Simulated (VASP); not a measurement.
# GaSe (P6_3/mmc) in VASP: relaxation of cell and atoms with LDA

Aim: the relaxation of cell and atoms of GaSe with LDA.

Program: VASP 6.6.1. These are calculated values, not measurements. Logs are shortened: lines on timing, memory, paths and dates and some standing lists are left out, and cuts for length are marked.

## 1. The crystal as given

It takes space group P6_3/mmc (No. 194, hexagonal). The conventional cell has a = 3.714 Å, b = 3.714 Å, c = 15.755 Å, α = 90.00°, β = 90.00°, γ = 120.00°. Around Ga (site symmetry 3m) lie 1 Ga at 2.41 Å and 3 Se at 2.44 Å. Around Se (site symmetry 3m) lie 3 Ga at 2.44 Å.

## 2. Relaxation of cell and atoms, LDA

The input, INCAR:

```
PREC = Accurate ; ENCUT = 600
EDIFF = 1E-7 ; ISMEAR = 0
SIGMA = 0.03 ; LREAL = F
LASPH = T ; NELM = 80
ALGO = Normal ; ISIF = 3
LWAVE = F ; LCHARG = F
IBRION = 2 ; NSW = 90
EDIFFG = -0.005 ; KPAR = 2
```

The input, KPOINTS:

```
regular mesh
0
Gamma
  12 12 2
```

The input, POSCAR:

```
GaSe                                    
1.0
    3.7139349598     -0.0000000000     -0.0000000000
   -1.8569674799      3.2163620232     -0.0000000000
   -0.0000000000      0.0000000000     15.7551037628
  Ga              Se            
     4     4
Direct
     0.3333333332999970    0.6666666667000030    0.1736373538997124
     0.6666666667000030    0.3333333332999970    0.6736373538997122
     0.3333333332999970    0.6666666667000030    0.3263626461002876
     0.6666666667000030    0.3333333332999970    0.8263626461002878
     0.3333333332999970    0.6666666667000030    0.5996444977074037
     0.6666666667000030    0.3333333332999970    0.0996444977074036
     0.3333333332999970    0.6666666667000030    0.9003555022925963
     0.6666666667000030    0.3333333332999970    0.4003555022925963
```

Potentials or basis: VASP PAW LDA potentials, release 64 (Ga_d, Se).

Launch:

```bash
$ cat potpaw_LDA.64/Ga_d/POTCAR potpaw_LDA.64/Se/POTCAR > POTCAR
$ mpirun -np 2 vasp_std > vasp.out
```

OUTCAR:

```text
PREC = Accurate
   ENCUT = 600
   EDIFF = 1E-7
   ISMEAR = 0
   LREAL = F
   LASPH = T
   NELM = 80
   ISIF = 3
   IBRION = 2
   NSW = 90
   EDIFFG = -0.005

 ion  position               nearest neighbor table
   1  0.333  0.667  0.174-   3 2.41   6 2.44   6 2.44   6 2.44
   2  0.667  0.333  0.674-   4 2.41   5 2.44   5 2.44   5 2.44
   3  0.333  0.667  0.326-   1 2.41   8 2.44   8 2.44   8 2.44
   4  0.667  0.333  0.826-   2 2.41   7 2.44   7 2.44   7 2.44
   5  0.333  0.667  0.600-   2 2.44   2 2.44   2 2.44
   6  0.667  0.333  0.100-   1 2.44   1 2.44   1 2.44
   7  0.333  0.667  0.900-   4 2.44   4 2.44   4 2.44
   8  0.667  0.333  0.400-   3 2.44   3 2.44   3 2.44

  LATTYP: Found a hexagonal cell.
 ALAT       =     3.7139349598
 C/A-ratio  =     4.2421593090

  Lattice vectors:

 A1 = (   3.7139349598,   0.0000000000,   0.0000000000)
 A2 = (  -1.8569674799,   3.2163620232,   0.0000000000)
 A3 = (   0.0000000000,   0.0000000000,  15.7551037628)

Analysis of symmetry for initial positions (statically):
=====================================================================
 Subroutine PRICEL returns:
 Original cell was already a primitive cell.

 Routine SETGRP: Setting up the symmetry group for a
 hexagonal supercell.

 Subroutine GETGRP returns: Found 24 space group operations
 (whereof 12 operations were pure point group operations)
 out of a pool of 24 trial point group operations.

The static configuration has the point symmetry D_3d.
 The point group associated with its full space group is D_6h.

Analysis of symmetry for dynamics (positions and initial velocities):
=====================================================================
 Subroutine PRICEL returns:
 Original cell was already a primitive cell.

 Routine SETGRP: Setting up the symmetry group for a
 hexagonal supercell.

 Subroutine GETGRP returns: Found 24 space group operations
 (whereof 12 operations were pure point group operations)
 out of a pool of 24 trial point group operations.

The dynamic configuration has the point symmetry D_3d.
 The point group associated with its full space group is D_6h.

 Subroutine INISYM returns: Found 24 space group operations
 (whereof 12 operations are pure point group operations),
 and found     1 'primitive' translations

----------------------------------------------------------------------------------------

[... 111 lines left out ...]
   ISYM   =      2    0-nonsym 1-usesym 2-fastsym
   POTIM  = 0.5000    time-step for ionic-motion
   TEBEG  =    0.0;   TEEND  =   0.0 temperature during run
   PSTRESS=    0.0 pullay stress
   NELECT =      76.0000    total number of electrons
   NUPDOWN=      -1.0000    fix difference up-down
   EMIN   =  10.00;   EMAX   =-10.00  energy-range for DOS
   EFERMI =   0.00;   METHOD = LEGACY
   ISMEAR =     0;   SIGMA  =   0.03  broadening in eV -4-tet -1-fermi 0-gaus
   EFERMI_NEDOS =   21; number of points for ismear=-14 and -15
   IALGO  =     38    algorithm
   IMIX   =      4    mixing-type and parameters
     AMIX     =   0.40;   BMIX     =  1.00
     AMIX_MAG =   1.60;   BMIX_MAG =  1.00
  volume/ion in A,a.u.               =      23.53       158.75
  Fermi-wavevector in a.u.,A,eV,Ry     =   1.210057  2.286676 19.922170  1.464238
  Thomas-Fermi vector in A             =   2.345616
   LORBIT       =      0    0 simple, 1 ext, 2 COOP (PROOUT), +10 PAW based schemes
   GGA     = CA    functional components
   LHFCALC =     F    Hartree Fock is set to
   AEXX    =    0.0000 exact exchange contribution
   IVDW    =     0    specifies the selected vdW correction
   LEPSILON=     F    determine dielectric tensor
   LRPA    =     F    only Hartree local field effects (RPA)
 conjugate gradient relaxation of ions
 non-spin polarized calculation
 Gauss-broadening in eV      SIGMA  =   0.03
  energy-cutoff  :      600.00
  volume of cell :      188.20
 maximum number of plane-waves:      6345
 NGX is ok and might be reduce to    30
   NGX = 15   NGY = 15   NGZ = 63

 number of electron      76.0000034 magnetization

 Free energy of the ion-electron system (eV)
  ---------------------------------------------------
  ext. energy  EPLUGINS =         0.00000000
  ---------------------------------------------------
  free energy    TOTEN  =       -35.40665874 eV

  energy without entropy =      -35.40665874  energy(sigma->0) =      -35.40665874

 E-fermi :   3.8908     XC(G=0):  -9.8058

 val. band max:        3.7307722998   @ k =   0.0000   0.0000   0.0000
 cond. band min:       4.5867762684   @ k =   0.0000   0.0000   0.0000
 fundamental gap:      0.8560039687
 Fermi energy:         3.8908001931

 k-point     1 :       0.0000    0.0000    0.0000
  band No.  band energies     occupation
      1     -11.6962      2.00000
      2     -11.6956      2.00000
      3     -11.5561      2.00000
      4     -11.5561      2.00000
      5     -11.5559      2.00000
      6     -11.5559      2.00000
[... 1141 lines left out ...]
     44       7.6989      0.00000
     45       7.9003      0.00000

 [... further k-points ...]

------------------------ aborting loop because EDIFF is reached ----------------------------------------

  FORCE on cell =-STRESS in cart. coord.  units (eV):
  Direction    XX          YY          ZZ          XY          YZ          ZX
  --------------------------------------------------------------------------------------
  -------------------------------------------------------------------------------------
  Total        0.0214640      0.0214640      0.0165229     -0.0000000      0.0000000      0.0000000
  in kB        0.1827263      0.1827263      0.1406620     -0.0000000      0.0000000      0.0000000
  external PRESSURE =       0.1687048 kB  Pullay stress =       0.0000000 kB

 VOLUME and BASIS-vectors are now :
 -----------------------------------------------------------------------------
  energy-cutoff  :      600.00
  volume of cell :      188.20
      direct lattice vectors                 reciprocal lattice vectors
     3.713934960  0.000000000  0.000000000     0.269256196  0.155455137  0.000000000
    -1.856967480  3.216362023  0.000000000     0.000000000  0.310910275  0.000000000
     0.000000000  0.000000000 15.755103763     0.000000000  0.000000000  0.063471496

 POSITION                                       TOTAL-FORCE (eV/Angst)
 -----------------------------------------------------------------------------------
     -0.00000      2.14424      2.73567         0.000000     -0.000000      0.001251
      1.85697      1.07212     10.61323        -0.000000      0.000000      0.001251
     -0.00000      2.14424      5.14188        -0.000000     -0.000000     -0.001251
      1.85697      1.07212     13.01943         0.000000      0.000000     -0.001251
     -0.00000      2.14424      9.44746         0.000000      0.000000     -0.004989
      1.85697      1.07212      1.56991        -0.000000      0.000000     -0.004989
     -0.00000      2.14424     14.18519         0.000000     -0.000000      0.004989
      1.85697      1.07212      6.30764        -0.000000     -0.000000      0.004989
 -----------------------------------------------------------------------------------
    total drift:                               -0.000000      0.000000     -0.000000

  FREE ENERGIE OF THE ION-ELECTRON SYSTEM (eV)
  ---------------------------------------------------
  free  energy   TOTEN  =       -35.4066587364 eV

  energy  without entropy=      -35.4066587364  energy(sigma->0) =      -35.40665874

 reached required accuracy - stopping structural energy minimisation
```

CONTCAR:

```text
GaSe
   1.00000000000000
     3.7139349598000000    0.0000000000000000    0.0000000000000000
    -1.8569674799000000    3.2163620231999999    0.0000000000000000
     0.0000000000000000    0.0000000000000000   15.7551037627999992
  Ga              Se
     4     4
Direct
     0.3333333332999970    0.6666666667000030    0.1736373538997142
     0.6666666667000030    0.3333333332999970    0.6736373538997142
     0.3333333332999970    0.6666666667000030    0.3263626461002858
     0.6666666667000030    0.3333333332999970    0.8263626461002858
     0.3333333332999970    0.6666666667000030    0.5996444977074020
     0.6666666667000030    0.3333333332999970    0.0996444977074020
     0.3333333332999970    0.6666666667000030    0.9003555022925980
     0.6666666667000030    0.3333333332999970    0.4003555022925980

  0.00000000E+00  0.00000000E+00  0.00000000E+00
  0.00000000E+00  0.00000000E+00  0.00000000E+00
  0.00000000E+00  0.00000000E+00  0.00000000E+00
  0.00000000E+00  0.00000000E+00  0.00000000E+00
  0.00000000E+00  0.00000000E+00  0.00000000E+00
  0.00000000E+00  0.00000000E+00  0.00000000E+00
  0.00000000E+00  0.00000000E+00  0.00000000E+00
  0.00000000E+00  0.00000000E+00  0.00000000E+00
```

Wall time 2.1 min (2 MPI ranks of Intel Xeon 6975P-C (Granite Rapids), shared host); peak memory 0.45 GiB.

Results:

```yaml
Free_energy: -35.4067 eV
Pressure_after_relaxing: 0.0 GPa
Largest_force_after_relaxing: 0.005 eV/Å
Band_gap_on_the_k_mesh: 0.86 eV, direct
```

Forces on the atoms (eV/Å):
```
Ga   0.000  0.000  0.001
Ga   0.000  0.000  0.001
Ga   0.000  0.000 -0.001
Ga   0.000  0.000 -0.001
Se   0.000  0.000 -0.005
Se   0.000  0.000 -0.005
Se   0.000  0.000  0.005
Se   0.000  0.000  0.005
```

Final structure:
```xyz
8
Lattice="3.7139 0.0000 0.0000 -1.8570 3.2164 0.0000 0.0000 0.0000 15.7551" Properties=species:S:1:pos:R:3 pbc="T T T"
Ga    0.0000    2.1442    2.7357
Ga    1.8570    1.0721   10.6132
Ga    0.0000    2.1442    5.1419
Ga    1.8570    1.0721   13.0194
Se    0.0000    2.1442    9.4475
Se    1.8570    1.0721    1.5699
Se    0.0000    2.1442   14.1852
Se    1.8570    1.0721    6.3076
```

Caveat: the relaxation stopped at its first step, so nothing moved. A k mesh can miss the band edges.
